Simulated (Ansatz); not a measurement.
System: rock-salt LiI. Method: PBE0-D3(BJ) (PAW; Ansatz, a quantum-chemistry and plane-wave program).

Numerical settings: plane-wave cutoff 460 eV, 8×8×8 k mesh, Fermi–Dirac smearing 0.01 eV, scalar-relativistic PAW data made under PBE.

Energies at three volumes about the minimum:

```
V (Å³/atom)  E − E_lowest (meV/atom)
-----------  -----------------------
23.995                          1.15
24.386                          0.00
25.226                          1.03
```

**Question.** Fit a parabola by hand: where is the minimum, what lattice constant follows, and what is the bulk modulus?

**Answer.** Slopes: (0.00 − 1.15)/(24.386 − 23.995) = -2.941 and (1.03 − 0.00)/(25.226 − 24.386) = 1.226 meV/Å³. Curvature E″ = 2 × (1.226 − (-2.941))/(25.226 − 23.995) = 6.770 meV/Å⁶. From the middle of the first interval, the slope vanishes at V0 = 24.1905 − (-2.941)/6.770 = 24.625 Å³/atom. B = V0 E″ = 24.625 × 6.770 meV/Å³ × 0.1602 GPa per meV/Å³ = 26.7 GPa. With 8 atoms in the cube, a = (8 × 24.625)^(1/3) = 5.819 Å. The full Birch–Murnaghan fit to all volumes gives V0 = 24.611 Å³/atom and B0 = 26.2 GPa.

Measured, for comparison: bulk modulus 24 GPa (0 K, extrapolated to 0 K; as tabulated in Doll and Stoll (1998), arXiv:cond-mat/9801031). Computed (rounded) less measured: bulk modulus +9 %.
